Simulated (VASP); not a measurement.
Input of a VASP 6.6.1 run:

The input INCAR:

```
SYSTEM = HgTe
PREC = Accurate
ENCUT = 520
EDIFF = 1E-6
ISMEAR = 0
SIGMA = 0.15
LREAL = .FALSE.
LASPH = .TRUE.
NELM = 100
ALGO = Fast
ISIF = 2
LWAVE = .FALSE.
LCHARG = .TRUE.
GGA = PS
LELF = .TRUE.
LVHAR = .TRUE.
NBANDS = 16
```

File KPOINTS:

```
regular mesh
0
G
  14 14 14
  0 0 0
```

File POSCAR:

```
HgTe
1.0
    0.0000000000      3.0771170000      3.0771170000
    3.0771170000      0.0000000000      3.0771170000
    3.0771170000      3.0771170000      0.0000000000
Hg Te
1 1
Direct
    0.0000000000      0.0000000000      0.0000000000
    0.5081244880      0.5081244880      0.4918755120
```

Potentials or basis: VASP PAW PBE potentials, release 64 (Hg, Te).

Run with:

```console
$ cat potpaw_PBE.64/Hg/POTCAR potpaw_PBE.64/Te/POTCAR > POTCAR
$ mpirun -np 1 vasp_std > vasp.out
```

Task: Predict the band gap on the k mesh.

Result: None (metal or under the smearing width).

Task: What does it give for the largest force?

Result: 0.069 eV/Å.

Task: What does it give for the pressure?

Result: -3.4 GPa.

Stress tensor (GPa, compression positive):
```
-3.43  0.00  0.00
 0.00 -3.43  0.00
 0.00  0.00 -3.30
```

Caveat: the PAW data sets were made with another functional, which shifts forces and pressure a little. The run has no spin-orbit coupling, so splittings on Hg, Te are missing.
